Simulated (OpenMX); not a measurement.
# NiO under changes of volume

One of the cells (9.257 Å³/atom); the others are scaled copies at fixed shape and fractional positions:

```xyz
2
Lattice="0.0000 2.0997 2.0997 2.0997 0.0000 2.0997 2.0997 2.0997 0.0000" Properties=species:S:1:pos:R:3 pbc="T T T"
Ni    0.0000    0.0000    0.0000
O     2.0997    2.0997    2.0997
```

| Item | Value |
| --- | --- |
| Program | OpenMX 3.8.5 |
| Functional | PBE |
| Potentials or basis | OpenMX 2013 PBE set, Ni6.0H-s3p2d1, O6.0-s2p2d1, fixed grid of 32 × 32 × 32 points |
| k mesh | 11 × 11 × 11 |
| Occupations | fermi-dirac, width 0.05 eV |
| Spin | collinear spin, ferromagnetic start |
| Starting moments | [1.0, 0.0] μB |

| volume (Å³/atom) | energy over the lowest point (meV/atom) | moment (μB per cell) |
| --- | --- | --- |
| 8.531 | ? | ? |
| 8.713 | 15.33 | 0.33 |
| 8.894 | 4.90 | 0.33 |
| 9.257 | 0.00 | 0.32 |
| 9.439 | 4.48 | 0.31 |
| 9.620 | 12.87 | 0.31 |

Problem. What does the run at 8.531 Å³/atom give?

Solution. Energy over the lowest point 31.79 meV/atom; moment 0.34 μB per cell.

Worked out: A Birch-Murnaghan fit of order 3 (a polynomial in V^(-2/3)) to the other rows has its minimum at 9.16 Å³/atom with B0 = V·E''(V) = 209 GPa and B' = 4.7. It gives 32.05 meV/atom at 8.531 Å³/atom, against the run's 31.79. A straight line through the other rows of the moment, of slope -0.0256 μB per Å³/atom, extrapolates to 0.34 μB, against the run's 0.34.

Energies are extrapolated to zero smearing.

Caveats: the transition metal has a single d function, too few for pressures, volumes and moments; the basis of atomic orbitals isn't converged, which shifts pressures, moduli and gaps.
